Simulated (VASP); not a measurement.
# NiSb (Breithauptite): interstitial Li from one void to a neighbouring one, part 2 of 4

Wanted: the minimum-energy path in NiSb (Breithauptite) for this move: interstitial Li from one void to a neighbouring one. The start is a cell from a database of measured crystal structures.

VASP 6.6.1, plane waves and PAW; the level of theory is named at each step.

So far. Step 2 (Relax the host): The run ended after 5 ionic steps, 0.023 eV below its first step, once forces and stress met EDIFFG = -0.02.

The database entry behind the starting cell differs from later determinations by our own check (c about 0.3 % short), so it need not match the best structure at ambient conditions.

**3. Relax the start**

This step: PBE, spin-polarised from a ferromagnetic start; plane waves and PAW (Sb, Ni, Li) (VASP 6.6.1).

System of this step: Breithauptite. The cell holds 17 atoms: 8 Sb, 8 Ni and 1 Li. Its edges and angles: a = 8.604 Å, b = 8.604 Å, c = 6.526 Å, α = 118.6°, β = 118.6°, γ = 105.9°. It derives from NiSb (Breithauptite). Nearest the centre at fractional (0.250, 0.250, 0.500): Sb2 at 1.70 Å, Li17 at 1.72 Å, Sb5 at 1.73 Å, Ni14 at 1.96 Å, Ni13 at 2.02 Å, Ni9 at 3.23 Å, Ni10 at 3.26 Å, Sb4 at 3.29 Å.

A path needs two true minima; the start is relaxed with symmetry off.

File INCAR:

```
SYSTEM = LiNi8Sb8
PREC = Normal
ENCUT = 280
EDIFF = 1E-05
NELM = 120
ISMEAR = 1
SIGMA = 0.15
LREAL = Auto
ALGO = Fast
GGA = PE
NBANDS = 91
ISPIN = 2
MAGMOM = 0 0 0 0 0 0 0 0 1 1 1 1 1 1 1 1 0
LASPH = .TRUE.
LMAXMIX = 4
LORBIT = 11
LWAVE = .FALSE.
LCHARG = .FALSE.
KPAR = 3
IBRION = 2
NSW = 60
ISIF = 2
EDIFFG = -0.05
POTIM = 0.4
MAXMIX = 40
ISYM = 0
```

File POSCAR:

```
LiNi8Sb8
1.0
   -5.9470815189      3.4335491159      5.1840563396
    5.9470815189     -3.4335491159      5.1840563396
    1.9823605063      3.4335491159     -5.1840563396
Sb Ni Li
8 8 1
Direct
    0.5446969891      0.7110388479      0.5044610164
    0.0451645125      0.2072259001      0.5006683071
    0.0440623943      0.7085284978      0.0011843780
    0.5428040494      0.2101712014      0.0008660414
    0.4569288641      0.2886419120      0.4974307842
    0.9578848750      0.7926708013      0.5016839695
    0.9575999831      0.2893356794     -0.0030957500
    0.4640441770      0.7947979315      0.0049581833
    0.2441612316      0.2400738313     -0.0150906694
    0.7510414342      0.7496654553     -0.0001315348
    0.7460329113      0.2529939667      0.5004836716
    0.2531625261      0.7573731565      0.5079775955
   -0.0044768792     -0.0033733709     -0.0084963262
    0.4951074745      0.4971697284     -0.0050869204
    0.4970589073     -0.0017470392      0.4956909919
   -0.0008729895      0.4993160208      0.5003962957
    0.2115477157      0.0450808931      0.5053907816
```

File KPOINTS:

```
Automatic mesh
0
Gamma
4 4 4
0 0 0
```

The projector-augmented-wave data sets are Sb, Ni and Li (PBE family, release 64).

Run with:

```console
$ mpirun -np 3 vasp_std
```

What it wrote:

```text
[banner, memory and clock lines left out]
running    3 mpi-ranks, on    1 nodes
 distrk:  each k-point on    1 cores,    3 groups
 distr:  one band on    1 cores,    1 groups

 POSCAR found type information on POSCAR SbNiLi
 POSCAR found :  3 types and      17 ions
 LDA part: xc-table for (Slater+PW92), standard interpolation
 POSCAR, INCAR and KPOINTS ok, starting setup
 FFT: planning ... GRIDC
 FFT: planning ... GRID_SOFT
 FFT: planning ... GRID
 WAVECAR not read
 entering main loop
       N       E                     dE             d eps       ncg     rms          rms(c)
DAV:   1     0.639759531659E+03    0.63976E+03   -0.30650E+04 13104   0.831E+02
DAV:   2    -0.322497617079E+02   -0.67201E+03   -0.63425E+03 13659   0.246E+02
DAV:   3    -0.870486557402E+02   -0.54799E+02   -0.51784E+02 14749   0.823E+01
DAV:   4    -0.886490184659E+02   -0.16004E+01   -0.15901E+01 14812   0.147E+01
DAV:   5    -0.886889508446E+02   -0.39932E-01   -0.39923E-01 16416   0.227E+00    0.290E+01
RMM:   6    -0.102162090386E+03   -0.13473E+02   -0.12255E+02 13104   0.535E+01    0.407E+01
RMM:   7    -0.824373714922E+02    0.19725E+02   -0.38716E+01 13104   0.311E+01    0.680E+00
RMM:   8    -0.838676100006E+02   -0.14302E+01   -0.36158E+00 13104   0.630E+00    0.176E+01
RMM:   9    -0.822856852980E+02    0.15819E+01   -0.20423E+00 13104   0.714E+00    0.381E+00
RMM:  10    -0.823136588236E+02   -0.27974E-01   -0.37029E-01 13104   0.285E+00    0.372E+00
RMM:  11    -0.822166009667E+02    0.97058E-01   -0.14998E-01 13104   0.188E+00    0.105E+00
RMM:  12    -0.822171465318E+02   -0.54557E-03   -0.17128E-02 13138   0.581E-01    0.735E-01
RMM:  13    -0.822159966703E+02    0.11499E-02   -0.11405E-02 13331   0.503E-01    0.589E-01
RMM:  14    -0.822143909302E+02    0.16057E-02   -0.31552E-03 13463   0.273E-01    0.261E-01
RMM:  15    -0.822147670536E+02   -0.37612E-03   -0.10690E-03 13113   0.134E-01    0.229E-01
RMM:  16    -0.822145473461E+02    0.21971E-03   -0.95013E-04 13112   0.148E-01    0.121E-01
RMM:  17    -0.822145190220E+02    0.28324E-04   -0.21321E-04 13158   0.668E-02    0.215E-02
RMM:  18    -0.822145315695E+02   -0.12548E-04   -0.73078E-05 12824   0.293E-02    0.266E-02
RMM:  19    -0.822145296787E+02    0.18909E-05   -0.20462E-05  9232   0.200E-02
   1 F= -.82214530E+02 E0= -.82211176E+02  d E =-.822145E+02  mag=    -0.0013
 curvature:   0.00 expect dE= 0.000E+00 dE for cont linesearch  0.000E+00
 trial: gam= 0.00000 g(F)=  0.864E+00 g(S)=  0.000E+00 ort = 0.000E+00 (trialstep = 0.100E+01)
 search vector abs. value=  0.864E+00
 bond charge predicted
       N       E                     dE             d eps       ncg     rms          rms(c)
DAV:   1    -0.827153899708E+02   -0.50086E+00   -0.10829E+01 13551   0.106E+01    0.108E+00
RMM:   2    -0.827703894656E+02   -0.54999E-01   -0.63138E-01 13104   0.351E+00    0.859E-01
RMM:   3    -0.827772661962E+02   -0.68767E-02   -0.90423E-02 13104   0.114E+00    0.612E-01
RMM:   4    -0.827793594379E+02   -0.20932E-02   -0.26560E-02 13325   0.717E-01    0.630E-01
RMM:   5    -0.827775529718E+02    0.18065E-02   -0.77091E-03 13492   0.408E-01    0.166E-01
RMM:   6    -0.827779118614E+02   -0.35889E-03   -0.19976E-03 13147   0.183E-01    0.195E-01
RMM:   7    -0.827777616438E+02    0.15022E-03   -0.86687E-04 13293   0.136E-01    0.976E-02
RMM:   8    -0.827777738937E+02   -0.12250E-04   -0.24932E-04 13264   0.616E-02    0.461E-02
RMM:   9    -0.827777817915E+02   -0.78978E-05   -0.73388E-05 12093   0.303E-02
   2 F= -.82777782E+02 E0= -.82773613E+02  d E =-.563252E+00  mag=    -0.0008
[... from here on, the cycles between the ionic steps are left out ...]
   3 F= -.82839737E+02 E0= -.82835689E+02  d E =-.625207E+00  mag=     0.0001
   4 F= -.82839947E+02 E0= -.82835880E+02  d E =-.625417E+00  mag=    -0.0000
   5 F= -.82875957E+02 E0= -.82871801E+02  d E =-.360106E-01  mag=     0.0001
   6 F= -.82894915E+02 E0= -.82890764E+02  d E =-.549685E-01  mag=    -0.0001
   7 F= -.82895143E+02 E0= -.82891005E+02  d E =-.551966E-01  mag=    -0.0000
   8 F= -.82900954E+02 E0= -.82896866E+02  d E =-.581027E-02  mag=    -0.0005
   9 F= -.82902093E+02 E0= -.82898043E+02  d E =-.694987E-02  mag=    -0.0002
  10 F= -.82902149E+02 E0= -.82898106E+02  d E =-.700535E-02  mag=    -0.0001
  11 F= -.82902148E+02 E0= -.82898119E+02  d E =-.700496E-02  mag=    -0.0001
  12 F= -.82902166E+02 E0= -.82898128E+02  d E =-.702293E-02  mag=    -0.0001
 curvature:  -0.43 expect dE=-0.356E-03 dE for cont linesearch -0.140E-05
 trial: gam= 0.14056 g(F)=  0.835E-03 g(S)=  0.000E+00 ort = 0.151E-03 (trialstep = 0.160E+01)
 search vector abs. value=  0.101E-02
 bond charge predicted
       N       E                     dE             d eps       ncg     rms          rms(c)
DAV:   1    -0.829029683512E+02   -0.80360E-03   -0.23471E-01 13242   0.137E+00    0.598E-02
RMM:   2    -0.829031330261E+02   -0.16467E-03   -0.18794E-03 13104   0.187E-01    0.678E-02
RMM:   3    -0.829031553361E+02   -0.22310E-04   -0.28667E-04 13104   0.686E-02    0.496E-02
RMM:   4    -0.829031509972E+02    0.43389E-05   -0.66530E-05 13100   0.376E-02
  13 F= -.82903151E+02 E0= -.82899085E+02  d E =-.984674E-03  mag=    -0.0004
 trial-energy change:   -0.000985  1 .order   -0.000933   -0.001371   -0.000495
 step:   2.2110(harm=  2.5084)  dis= 0.00367  next Energy=   -82.903248 (dE=-0.108E-02)
 reached required accuracy - stopping structural energy minimisation
```

It took 17 min on 3 MPI ranks of Intel Xeon 6975P-C (Granite Rapids), shared host; peak memory 1.7 GiB.

From OUTCAR (step 3):

```text
 Found     36 irreducible k-points:

   k-points           NKPTS =     36   k-points in BZ     NKDIM =     36   number of bands    NBANDS=     91

   dimension x,y,z NGX =    36 NGY =   36 NGZ =   28
   dimension x,y,z NGXF=    72 NGYF=   72 NGZF=   56

   ENCUT  =  280.0 eV  20.58 Ry    4.54 a.u.  11.74 11.74  8.90*2*pi/ulx,y,z

   NELECT =     121.0000    total number of electrons

 E-fermi :   9.8947

 spin component 1
 k-point     1 :       0.0000    0.0000    0.0000
  band No.  band energies     occupation
    ...
     54       8.6121      1.00000
     55       8.6134      1.00000
     56       9.4411      1.00008
     57       9.7938      0.95012
     58       9.8127      0.89465
     59       9.8950      0.49831
     60       9.9598      0.16824
     61      10.0694     -0.03486
     62      10.3456     -0.00009
     63      10.4234     -0.00000
    ...

 k-point     2 :       0.2500   -0.0000    0.0000
  band No.  band energies     occupation
    ...
     56       8.9806      1.00000
     57       9.3591      1.00000
     58       9.5088      1.00083
     59       9.6780      1.03002
     60       9.7595      1.01167
     61       9.9465      0.22617
     62      10.0145      0.01027
     63      10.5347     -0.00000
     64      10.8175     -0.00000
     65      10.9437     -0.00000
    ...

 k-point     3 :      -0.2500    0.0000    0.2500
  band No.  band energies     occupation
    ...
     56       8.9809      1.00000
     57       9.3593      1.00000
     58       9.5086      1.00083
     59       9.6779      1.02999
     60       9.7602      1.01084
     61       9.9463      0.22734
     62      10.0131      0.01269
     63      10.5354     -0.00000
     64      10.8178     -0.00000
     65      10.9425     -0.00000
    ...

 k-point     4 :      -0.0000    0.2500   -0.2500
  band No.  band energies     occupation
    ...
     56       8.9810      1.00000
     57       9.3600      1.00000
     58       9.5083      1.00082
     59       9.6769      1.02973
     60       9.7604      1.01055
     61       9.9458      0.22950
     62      10.0138      0.01146
     63      10.5345     -0.00000
     64      10.8203     -0.00000
     65      10.9413     -0.00000
    ...

  Total        6.5505582      6.3843967      3.3399384     -0.0842242     -0.0293278      0.0055308
  in kB       37.1794782     36.2363833     18.9567306     -0.4780372     -0.1664580      0.0313917
  external PRESSURE =      30.7908640 kB  Pullay stress =       0.0000000 kB

  energy-cutoff  :      280.00
  volume of cell :      282.28
      direct lattice vectors                 reciprocal lattice vectors
    -5.947081519  3.433549116  5.184056340     0.000000000  0.145621916  0.096449569
     5.947081519 -3.433549116  5.184056340     0.126112278  0.072810958  0.096449569
     1.982360506  3.433549116 -5.184056340     0.126112278  0.218432874  0.000000000

 POSITION                                       TOTAL-FORCE (eV/Angst)
 -----------------------------------------------------------------------------------
      1.98414      1.13742      3.88484        -0.016082      0.022259      0.018718
      2.10450      1.06485     -1.29640         0.011052      0.002680      0.008996
      5.81367      1.08896     -1.29298        -0.001959     -0.006435     -0.004452
     -1.99692      1.28866      3.89490        -0.000459     -0.009835     -0.007244
      0.01705      2.27080      1.37502        -0.008285      0.013277     -0.012064
      0.01206      2.27449      6.40203         0.006907      0.003330      0.015902
     -1.99382      5.72739      1.29956         0.008259     -0.004873     -0.003948
      1.97252     -1.13461      6.48407         0.001668     -0.017018     -0.007564
      1.96808      3.41589     -2.57775         0.000280      0.008070      0.002863
     -0.00313      0.01049      7.79044         0.005797      0.004589     -0.001828
     -1.97681      3.43196      2.52974        -0.000269     -0.011965     -0.009655
      3.97426      0.00269      2.62053        -0.011141     -0.018905     -0.016868
     -0.00117      0.00345     10.35468         0.003169      0.023811      0.000927
      1.97469      3.41931     -0.01164        -0.015579      0.003401     -0.000456
      3.96849     -0.00465      5.15899         0.011259      0.003319      0.015874
      3.96288      0.00380      0.06925         0.010609     -0.015570     -0.002031
      0.00235      2.28730     -1.29564        -0.005225     -0.000135      0.002829
 -----------------------------------------------------------------------------------
    total drift:                                0.005918      0.005846      0.013986

  FREE ENERGIE OF THE ION-ELECTRON SYSTEM (eV)
  ---------------------------------------------------
  free  energy   TOTEN  =       -82.9031509972 eV

  energy  without entropy=      -82.8909530159  energy(sigma->0) =      -82.89908500

 total charge
# of ion       s       p       d       tot
------------------------------------------
    1        1.138   1.201   0.073   2.411
    2        1.132   1.252   0.073   2.458
    3        1.135   1.245   0.075   2.455
    4        1.135   1.245   0.074   2.454
    5        1.129   1.231   0.073   2.433
    6        1.129   1.232   0.073   2.434
    7        1.137   1.205   0.073   2.415
    8        1.136   1.206   0.073   2.416
    9        0.436   0.454   8.445   9.335
   10        0.436   0.454   8.445   9.336
   11        0.455   0.513   8.471   9.438
   12        0.436   0.451   8.447   9.334
   13        0.435   0.454   8.444   9.333
   14        0.435   0.454   8.444   9.333
   15        0.436   0.451   8.447   9.334
   16        0.455   0.512   8.471   9.438
   17        0.155   0.361   0.000   0.516
--------------------------------------------------
tot         12.750  13.921  68.202  94.873

 magnetization (x)
# of ion       s       p       d       tot
------------------------------------------
    1        0.000  -0.000  -0.000  -0.000
    2       -0.000  -0.000  -0.000  -0.000
    3        0.000  -0.000  -0.000  -0.000
    4        0.000  -0.000  -0.000  -0.000
    5        0.000  -0.000  -0.000  -0.000
    6        0.000  -0.000  -0.000  -0.000
    7        0.000  -0.000  -0.000  -0.000
    8       -0.000  -0.000  -0.000  -0.000
    9       -0.000  -0.000   0.000   0.000
   10        0.000  -0.000   0.000   0.000
   11        0.000   0.000   0.000   0.000
   12        0.000  -0.000   0.000   0.000
   13        0.000  -0.000   0.000   0.000
   14       -0.000  -0.000   0.000   0.000
   15       -0.000  -0.000   0.000   0.000
   16        0.000  -0.000   0.000   0.000
   17       -0.000  -0.000   0.000  -0.000
--------------------------------------------------
tot          0.000  -0.000   0.000   0.000

[... 1 part as in an earlier step ...]

[... 11 further parts left out ...]
```

CONTCAR:

```
LiNi8Sb8
   1.00000000000000
    -5.9470815189000001    3.4335491159000000    5.1840563395999997
     5.9470815189000001   -3.4335491159000000    5.1840563395999997
     1.9823605063000000    3.4335491159000000   -5.1840563395999997
  Sb              Ni              Li
     8     8     1
Direct
     0.5403244199972917    0.7077325284751287    0.4986741199582426
     0.0300280324733767    0.2178993780342210    0.4980013429775768
     0.0338690998521842    0.6877561029895323    0.9710403103871343
     0.5633184735886039    0.2176539532588194    0.0296486416314197
     0.4632984057640188    0.3001092612562786    0.4981684343068062
     0.9486886803099109    0.7846021233901215    0.4983450479453944
     0.9593752200472102    0.2909132134185926    0.9996046109375091
     0.4601615710048204    0.7915323268693369    0.0009220497888335
     0.2488049202726862    0.2482893678225228    0.9943407727320055
     0.7529122121819374    0.7517536952580188    0.0018976853566834
     0.7437600989067152    0.2445756311080797    0.5003512590500088
     0.2531412276575891    0.7541484046836128    0.5017916204885362
     0.9992061723720008    0.9988076604983506    0.0006051994437413
     0.4968041072817290    0.4968733847652562    0.9959233802593545
     0.4969047205944532    0.9977188689514719    0.4994596812865533
     0.0072331590843694    0.5067246379145212    0.5005991708007781
     0.2081176551110966    0.0418728747061398    0.4999174880494189
```

Step by step:

```csv
step,energy less that of the first step (eV),largest force (eV/Å)
1,0.0000,2.9618
2,-0.5633,0.8500
3,-0.6252,0.6673
4,-0.6254,0.6519
5,-0.6614,0.3552
6,-0.6804,0.1786
7,-0.6806,0.1851
8,-0.6864,0.0817
9,-0.6876,0.0510
10,-0.6876,0.0599
11,-0.6876,0.0813
12,-0.6876,0.0663
13,-0.6886,0.0332
```

The atoms that moved most (Å):

```
atom      dx      dy      dz  length
 Sb2   0.148  -0.098  -0.009   0.178
 Sb4  -0.020   0.144  -0.004   0.145
 Sb3  -0.123  -0.067  -0.004   0.140
 Sb5   0.032  -0.015   0.089   0.095
Ni16  -0.004   0.003   0.079   0.080
 Sb6   0.000  -0.015  -0.072   0.074
Ni11  -0.037   0.021  -0.055   0.069
 Ni9   0.040   0.020   0.018   0.048
```

Final coordinates:

```cif
data_structure
_symmetry_space_group_name_H-M 'P 1'
_symmetry_Int_Tables_number 1
_cell_length_a 8.6042
_cell_length_b 8.6042
_cell_length_c 6.5264
_cell_angle_alpha 118.593
_cell_angle_beta 118.593
_cell_angle_gamma 105.901
_cell_volume 282.28
loop_
_atom_site_label
_atom_site_type_symbol
_atom_site_fract_x
_atom_site_fract_y
_atom_site_fract_z
_atom_site_occupancy
Sb1 Sb 0.54032 0.70773 0.49867 1
Sb2 Sb 0.03003 0.21790 0.49800 1
Sb3 Sb 0.03387 0.68776 0.97104 1
Sb4 Sb 0.56332 0.21765 0.02965 1
Sb5 Sb 0.46330 0.30011 0.49817 1
Sb6 Sb 0.94869 0.78460 0.49835 1
Sb7 Sb 0.95938 0.29091 0.99960 1
Sb8 Sb 0.46016 0.79153 0.00092 1
Ni9 Ni 0.24880 0.24829 0.99434 1
Ni10 Ni 0.75291 0.75175 0.00190 1
Ni11 Ni 0.74376 0.24458 0.50035 1
Ni12 Ni 0.25314 0.75415 0.50179 1
Ni13 Ni 0.99921 0.99881 0.00061 1
Ni14 Ni 0.49680 0.49687 0.99592 1
Ni15 Ni 0.49690 0.99772 0.49946 1
Ni16 Ni 0.00723 0.50672 0.50060 1
Li17 Li 0.20812 0.04187 0.49992 1
```

This step gave:

| Quantity | Value |
| --- | --- |
| electronic cycles | 78 |
| electrons | 121 |
| free energy (TOTEN) | -82.9032 eV |
| energy at zero smearing | -82.8991 eV |
| Fermi energy | 9.895 eV |

The spin moment in the PAW sphere vanishes on all atoms.

The run ended after 13 ionic steps, 0.689 eV below its first step, once the forces on the free atoms met EDIFFG = -0.05.

(Continued in part 3 of 4.)

[Lines on the potential files, build, host, timing and source positions are cut from VASP's logs without a mark.]

[Logs are printed without paths, hosts, clocks, repeated set-up lines and the standing remarks that a program may print on its own settings, such as how far it seeks lower states.]

[Hosts, paths, dates, database ids (printed as entryN), source tags and the programs' standing remarks are cut or masked in the printed files.]

[Runs that stopped without an error message from VASP are left out.]
